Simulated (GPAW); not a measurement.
# CdO (Monteponite) (Fm-3m) in GPAW: reference runs

Aim: a first look at CdO (Monteponite) with PBE, on the cell as given and on a disturbed one.

Program: GPAW 26.7.0. These are calculated values, not measurements. Logs are shortened: lines on timing, memory, paths and dates and some standing lists are left out, and cuts for length are marked. The log counts tension as positive stress, the text compression.

### Step 1. Starting point

Symmetry: Fm-3m, No. 225, cubic system. Conventional cell: a = 4.699 Å, b = 4.699 Å, c = 4.699 Å, α = 90.00°, β = 90.00°, γ = 90.00°. Cd (site symmetry m-3m) has 6 O at 2.35 Å as nearest neighbours. Around O (site symmetry m-3m) lie 6 Cd at 2.35 Å.

### Step 2. Single point, PBE

Input file run.py:

```python
from ase import Atoms
from ase.dft.bandgap import bandgap
from ase.io import write
from ase.units import Bohr, GPa
from gpaw import GPAW, PW
from gpaw.elf import elf_from_dft_calculation

atoms = Atoms(['Cd', 'O'],
              cell=[[0.0, 2.3495, 2.3495],
                    [2.3495, 0.0, 2.3495],
                    [2.3495, 2.3495, 0.0]],
              scaled_positions=[[0.0, 0.0, 0.0],
                                [0.5, 0.5, 0.5]],
              pbc=True)

calc = GPAW(mode=PW(800),
            xc='PBE',
            kpts={'size': (10, 10, 10), 'gamma': True},
            occupations={'name': 'fermi-dirac', 'width': 0.05},
            nbands=18,
            convergence={'density': 1e-05, 'energy': 1e-05},
            maxiter=150,
            txt='gpaw.txt')
atoms.calc = calc
energy = atoms.get_potential_energy()
forces = atoms.get_forces()
stress = atoms.get_stress()
calc.write('gs.gpw')
write('result.traj', atoms)
print(f'Energy: {energy:.6f} eV')
print('Forces (eV/A):')
print(forces.round(4))
print('Stress (GPa):', (stress / GPa).round(3))
print('Fermi level:', round(calc.get_fermi_level(), 4), 'eV')
print(f'Gap: {bandgap(calc)[0]:.4f} eV, direct: {bandgap(calc, direct=True)[0]:.4f} eV')

# fields on the real-space grid
write('density.cube', atoms, data=calc.get_pseudo_density() * Bohr**3)
write('potential.cube', atoms, data=calc.get_electrostatic_potential())
write('elf.cube', atoms, data=elf_from_dft_calculation(calc).data)
```

Potentials or basis: GPAW PAW data sets (gpaw-data 1.2.1), pw.

On the command line:

```bash
$ OMP_NUM_THREADS=1 python run.py
```

gpaw.txt:

```text
__  _  _
 | _ |_)|_||  |
 |__||  | ||/\| - 26.7.0

Input parameters:
  mode=PW(ecut=800.0),
  convergence={'density': 1e-05, 'energy': 1e-05},
  kpts=MonkhorstPack(size=(10, 10, 10), gamma=True),
  maxiter=150,
  nbands=18,
  occupations=Occupations(name='fermi-dirac', width=0.05),
  xc=XC(name='PBE')

Diagonalizing LCAO Hamiltonian
Converting LCAO to pw mode

               O

       Cd

Atoms  # Å, Bohr magnetons
|   | symbol |        x |        y |        z |    initial magnetic moments |
|---|--------|----------|----------|----------|-----------------------------|
| 0 |     Cd | 0.000000 | 0.000000 | 0.000000 | ( 0.0000,  0.0000,  0.0000) |
| 1 |      O | 2.349500 | 2.349500 | 2.349500 | ( 0.0000,  0.0000,  0.0000) |

Unit cell  # Å
| periodic |        x |        y |        z |  lengths |    angles |
|----------|----------|----------|----------|----------|-----------|
|      yes | 0.000000 | 2.349500 | 2.349500 | 3.322695 | 60.000000 |
|      yes | 2.349500 | 0.000000 | 2.349500 | 3.322695 | 60.000000 |
|      yes | 2.349500 | 2.349500 | 0.000000 | 3.322695 | 60.000000 |

Number of symmetries: 48
Symmetry operations  # r_c * U_cc + t_c -> r_c
|    | kind |            matrix            |
|----|------|------------------------------|
|  0 |  σ   |  1, 0, 0,  1, 0,-1,  1,-1, 0 |
|  1 |  C2  |  1, 0, 0,  1,-1, 0,  1, 0,-1 |
|  2 |  E   |  1, 0, 0,  0, 1, 0,  0, 0, 1 |
|  3 |  σ   |  1, 0, 0,  0, 0, 1,  0, 1, 0 |
|  4 |  C4  |  1, 0,-1,  1, 0, 0,  1,-1, 0 |
|  5 |  S6  |  1, 0,-1,  1,-1, 0,  1, 0, 0 |
|  6 |  σ   |  1, 0,-1,  0, 1,-1,  0, 0,-1 |
|  7 |  C3  |  1, 0,-1,  0, 0,-1,  0, 1,-1 |
|  8 |  S6  |  1,-1, 0,  1, 0, 0,  1, 0,-1 |
|  9 |  C4  |  1,-1, 0,  1, 0,-1,  1, 0, 0 |
| 10 |  C3  |  1,-1, 0,  0,-1, 1,  0,-1, 0 |
| 11 |  σ   |  1,-1, 0,  0,-1, 0,  0,-1, 1 |
| 12 |  σ   |  0, 1, 0,  1, 0, 0,  0, 0, 1 |
| 13 |  C4  |  0, 1, 0,  0, 1,-1, -1, 1, 0 |
| 14 |  C3  |  0, 1, 0,  0, 0, 1,  1, 0, 0 |
| 15 |  S6  |  0, 1, 0, -1, 1, 0,  0, 1,-1 |
| 16 |  C2  |  0, 1,-1,  1, 0,-1,  0, 0,-1 |
| 17 |  σ   |  0, 1,-1,  0, 1, 0, -1, 1, 0 |
| 18 |  S4  |  0, 1,-1,  0, 0,-1,  1, 0,-1 |
| 19 |  C4  |  0, 1,-1, -1, 1, 0,  0, 1, 0 |
| 20 |  C3  |  0, 0, 1,  1, 0, 0,  0, 1, 0 |
| 21 |  σ   |  0, 0, 1,  0, 1, 0,  1, 0, 0 |
| 22 |  S6  |  0, 0, 1,  0,-1, 1, -1, 0, 1 |
| 23 |  C4  |  0, 0, 1, -1, 0, 1,  0,-1, 1 |
| 24 |  S4  |  0, 0,-1,  1, 0,-1,  0, 1,-1 |
| 25 |  C3  |  0, 0,-1,  0, 1,-1,  1, 0,-1 |
| 26 |  C2  |  0, 0,-1,  0,-1, 0, -1, 0, 0 |
| 27 |  S6  |  0, 0,-1, -1, 0, 0,  0,-1, 0 |
| 28 |  S4  |  0,-1, 1,  1,-1, 0,  0,-1, 0 |
| 29 |  C4  |  0,-1, 1,  0, 0, 1, -1, 0, 1 |
| 30 |  C2  |  0,-1, 1,  0,-1, 0,  1,-1, 0 |
| 31 |  σ   |  0,-1, 1, -1, 0, 1,  0, 0, 1 |
| 32 |  C3  |  0,-1, 0,  1,-1, 0,  0,-1, 1 |
| 33 |  S6  |  0,-1, 0,  0, 0,-1, -1, 0, 0 |
| 34 |  S4  |  0,-1, 0,  0,-1, 1,  1,-1, 0 |
| 35 |  C2  |  0,-1, 0, -1, 0, 0,  0, 0,-1 |
| 36 |  C2  | -1, 1, 0,  0, 1, 0,  0, 1,-1 |
| 37 |  S6  | -1, 1, 0,  0, 1,-1,  0, 1, 0 |
| 38 |  S4  | -1, 1, 0, -1, 0, 1, -1, 0, 0 |
| 39 |  C3  | -1, 1, 0, -1, 0, 0, -1, 0, 1 |
| 40 |  S6  | -1, 0, 1,  0, 0, 1,  0,-1, 1 |
| 41 |  C2  | -1, 0, 1,  0,-1, 1,  0, 0, 1 |
| 42 |  C3  | -1, 0, 1, -1, 1, 0, -1, 0, 0 |
| 43 |  S4  | -1, 0, 1, -1, 0, 0, -1, 1, 0 |
| 44 |  C2  | -1, 0, 0,  0, 0,-1,  0,-1, 0 |
| 45 |  i   | -1, 0, 0,  0,-1, 0,  0, 0,-1 |
| 46 |  σ   | -1, 0, 0, -1, 1, 0, -1, 0, 1 |
| 47 |  C2  | -1, 0, 0, -1, 0, 1, -1, 1, 0 |

BZ-sampling:
  Number of BZ points: 1000
  Number of IBZ points: 47

  Monkhorst-Pack size: [10, 10, 10]
  Monkhorst-Pack shift: [0.05, 0.05, 0.05]

K-points  # in reciprocal-cell coordinates
|     |                                coordinates |     weight |
|-----|--------------------------------------------|------------|
|   0 | (  0.00000000,   0.00000000,   0.00000000) | 0.00100000 |
|   1 | (  0.10000000,   0.10000000,   0.00000000) | 0.00600000 |
|   2 | (  0.10000000,   0.10000000,   0.10000000) | 0.00800000 |
|   3 | (  0.20000000,   0.10000000,   0.10000000) | 0.01200000 |
|   4 | (  0.20000000,   0.20000000,   0.00000000) | 0.00600000 |
|   5 | (  0.20000000,   0.20000000,   0.10000000) | 0.02400000 |
|   6 | (  0.20000000,   0.20000000,   0.20000000) | 0.00800000 |
|   7 | (  0.30000000,   0.20000000,   0.10000000) | 0.02400000 |
|   8 | (  0.30000000,   0.20000000,   0.20000000) | 0.02400000 |
|   9 | (  0.30000000,   0.30000000,   0.00000000) | 0.00600000 |
| ... |                                            |            |
|  46 | (  0.50000000,   0.50000000,   0.50000000) | 0.00400000 |

Plane wave coefficients: 1363
Cutoff: 800.0 eV

Spin-components: 1 (collinear spins)
Bands:           18
Projectors:      11
Spin-degeneracy: 2
Datatype:        complex128

Density:
  Valence electrons: 18.0
  Components: 1
  Grid points: [24 24 24]
  Charge: 0.0  # |e|

Potential:
  Grid points: [24 24 24]

species:
  Cd:
    name:    Cadmium
    Z:       48.0
    valence: 12
    core:    36
    charge:  0.0  # [|e|]
    compensation charges:
      type: gauss
      rc: 0.38  # [Å]
      lmax: 2
    cutoffs:
      filter: 2.12  # [Å]
      core: 2.62  # [Å]
    projectors
    | kind |    occ | energy [eV] | rcut [Å] |
    |------|--------|-------------|----------|
    |   5s |  2.000 |      -5.655 |    1.191 |
    |   5p |  0.000 |      -1.186 |    1.228 |
    |   4d | 10.000 |     -11.739 |    1.164 |
    |    s |        |      21.556 |    1.191 |
    |    p |        |      26.026 |    1.228 |
    |    d |        |      15.473 |    1.164 |

    Using partial waves for Cd as LCAO basis

  O:
    name:    Oxygen
    Z:       8.0
    valence: 6
    core:    2
    charge:  0.0  # [|e|]
    compensation charges:
      type: gauss
      rc: 0.21  # [Å]
      lmax: 2
    cutoffs:
      filter: 1.17  # [Å]
      core: 0.83  # [Å]
    projectors
    | kind |    occ | energy [eV] | rcut [Å] |
    |------|--------|-------------|----------|
    |   2s |  2.000 |     -23.961 |    0.688 |
    |   2p |  4.000 |      -9.029 |    0.598 |
    |    s |        |       3.251 |    0.688 |
    |    p |        |      18.182 |    0.598 |
    |    d |        |       0.000 |    0.619 |

    Using partial waves for O as LCAO basis

Reference energy: -154213.970638  # eV

eigensolver:
  PPCG
  Converge bands: occupied
  niter=2

density mixing:
  MSR1-Mixer
  Pratt-step length: 0.05
  Maximum mixing coefficient: 0.75
  Old densities: 10
  SVD Regularization: 0.005
  Good broyden scale: 1.0
  Trust region scale: 1.0
  Backstep threshold: 4.0
  History deletion threshold: 6.0
  Fourier metric: weight=20.0, sigma=0.015

occupation numbers:
  Fermi-Dirac:
    width: 0.0500  # eV

poisson solver:
  ecut: 6400.0  # eV

xc functional:
  name: PBE with 2 nearest neighbor stencil

convergence criteria:
- Maximum integral of absolute [dens]ity change: 1e-05 electrons / valence electron
- Maximum [total energy] change in last 3 cyles: 1e-05 eV / valence electron
- Maximum integral of absolute [eigenst]ate change: 4e-08 eV^2 / valence electron
maximum number of iterations: 150

SCF iterations
|iter     | |      energy | eigst |  dens |
|---------|-|-------------|-------|-------|
|iter:   1| |   -9.911163 | -0.49 |       |
|iter:   2| |   -9.372151 | -2.20 | -0.95 |
|iter:   3| |   -8.167254 | -1.10 | -1.01 |
|iter:   4| |   -8.153403 | -3.34 | -1.51 |
|iter:   5| |   -8.148459 | -3.48 | -1.75 |
|iter:   6| |   -8.148515 | -5.29 | -2.95 |
|iter:   7| |   -8.148529c| -6.33 | -3.34 |
|iter:   8| |   -8.148529c| -8.29c| -4.33 |
|iter:   9| |   -8.148529c| -8.02c| -4.95 |
|iter:  10| |   -8.148529c| -9.28c| -5.93c|

Converged in 10 steps
Energy contributions relative to reference atoms: (reference = -154213.970638)

Energy contributions:
  Kinetic:          29.099003
  Coulomb:         -25.769953
  Zero:              0.200248
  External:          0.000000
  Xc:              -11.677561
  Entropy:          -0.000534
  Spinorbit:         0.000000
  ----------------------------
  Free energy:      -8.148796
  Extrapolated:     -8.148529

dipole moment: (-15.257400, -15.257400, -15.257400)  # |e|*Ang

Fermi level: 6.570
Eigenvalues  # (at kpt = [0.000, 0.000, 0.000])
| band index |      eig [eV] | occ [0-2] |
|------------|---------------|-----------|
|          0 |       -10.959 |     2.000 |
|        ... |               |           |
|          2 |        -0.242 |     2.000 |
|          3 |        -0.242 |     2.000 |
|          4 |         0.055 |     2.000 |
|          5 |         0.055 |     2.000 |
|          6 |         5.006 |     2.000 |
|          7 |         5.006 |     2.000 |
[... 8 lines left out ...]
|         16 |        24.532 |     0.000 |
|         17 |        29.627 |     0.000 |

No gap
No difference between direct/indirect transitions

Forces  # eV/Ang
|       x |       y |        z |
|---------|---------|----------|
| 0.00000 | 0.00000 | -0.00000 |  # Cd   0
| 0.00000 | 0.00000 |  0.00000 |  # O    1

Stress tensor  # eV/Ang^3
|         x |         y |         z |
|-----------|-----------|-----------|
| -0.034632 | -0.000000 |  0.000000 |
| -0.000000 | -0.034632 | -0.000000 |
|  0.000000 | -0.000000 | -0.034632 |

# Writing to gs.gpw (mode='')
```

stdout:

```text
Energy: -8.148529 eV
Forces (eV/A):
[[ 0.  0. -0.]
 [ 0.  0.  0.]]
Stress (GPa): [-5.549 -5.549 -5.549 -0.     0.    -0.   ]
Fermi level: 6.5702 eV
Gap: 0.0000 eV, direct: 0.0000 eV
```

Run time: 27 s. Hardware: 1 thread of Intel Xeon Platinum 8259CL at 2.50GHz (Skylake/Cascade Lake), shared host; peak memory 0.17 GiB.

Results:

- Free energy: -8.1488 eV
- Pressure: 5.5 GPa
- Band gap on the k mesh: none (metal or under the smearing width)

Caveat: this crystal is a semiconductor, whose small gap the functional closes, so the metal is an error of the method.

### Step 3. Single point, PBE (atoms moved at random, drawn with an rms of 0.05 Å)

Input file run.py:

```python
from ase.dft.bandgap import bandgap
from ase.io import read, write
from ase.units import GPa
from gpaw import GPAW, PW

atoms = read('POSCAR')

calc = GPAW(mode=PW(800),
            xc='PBE',
            kpts={'size': (10, 10, 10), 'gamma': True},
            occupations={'name': 'fermi-dirac', 'width': 0.05},
            nbands=18,
            convergence={'density': 1e-05, 'energy': 1e-05},
            maxiter=150,
            txt='gpaw.txt')
atoms.calc = calc
energy = atoms.get_potential_energy()
forces = atoms.get_forces()
stress = atoms.get_stress()
calc.write('gs.gpw')
write('result.traj', atoms)
print(f'Energy: {energy:.6f} eV')
print('Forces (eV/A):')
print(forces.round(4))
print('Stress (GPa):', (stress / GPa).round(3))
print('Fermi level:', round(calc.get_fermi_level(), 4), 'eV')
print(f'Gap: {bandgap(calc)[0]:.4f} eV, direct: {bandgap(calc, direct=True)[0]:.4f} eV')
```

Input file POSCAR:

```
CdO
1.0
    0.0000000000      2.3495000000      2.3495000000
    2.3495000000      0.0000000000      2.3495000000
    2.3495000000      2.3495000000      0.0000000000
Cd O
1 1
Direct
    0.0044630000     -0.0095370000     -0.0014180000
    0.4924500000      0.4977320000      0.5023720000
```

Potentials or basis: GPAW PAW data sets (gpaw-data 1.2.1), pw.

On the command line:

```bash
$ OMP_NUM_THREADS=1 python run.py
```

It took 2.8 min on 1 thread of AMD EPYC 9R14 (Zen 4), shared host; peak memory 0.49 GiB.

It converged, with:

```
Free energy            : -8.1467 eV
Pressure               : 5.6 GPa
Largest force          : 0.120 eV/Å
Band gap on the k mesh : none (metal or under the smearing width)
```

Forces in eV/Å, atoms in the order of the input:
```
Cd   0.091 -0.068 -0.039
O   -0.091  0.068  0.039
```

Stress tensor (GPa, compression positive):
```
 5.68  0.03  0.01
 0.03  5.62 -0.01
 0.01 -0.01  5.56
```

Levels at points of the mesh, in eV from the Fermi level:
| k point | band 6 | band 7 | band 8 | band 9 | band 10 | band 11 | band 12 | band 13 |
| --- | --- | --- | --- | --- | --- | --- | --- | --- |
| (0.00, 0.00, 0.00) | -6.51 | -1.56 | -1.56 | -1.56 | -0.59 | 14.43 | 16.83 | 16.84 |
| (0.00, 0.00, 0.50) | -6.25 | -3.95 | -0.17 | -0.16 | 4.23 | 7.14 | 11.68 | 11.68 |
| (0.00, 0.50, 0.00) | -6.25 | -3.95 | -0.16 | -0.16 | 4.23 | 7.14 | 11.68 | 11.68 |
| (0.00, 0.50, 0.50) | -5.81 | -4.53 | -2.52 | -2.52 | 3.72 | 8.33 | 11.08 | 13.11 |
| (0.50, 0.00, 0.00) | -6.25 | -3.95 | -0.16 | -0.16 | 4.23 | 7.14 | 11.67 | 11.67 |
| (0.50, 0.00, 0.50) | -5.81 | -4.53 | -2.52 | -2.52 | 3.73 | 8.33 | 11.07 | 13.11 |
| (0.50, 0.50, 0.00) | -5.81 | -4.53 | -2.52 | -2.52 | 3.73 | 8.33 | 11.07 | 13.11 |
| (0.50, 0.50, 0.50) | -6.25 | -3.95 | -0.17 | -0.16 | 4.23 | 7.14 | 11.68 | 11.68 |
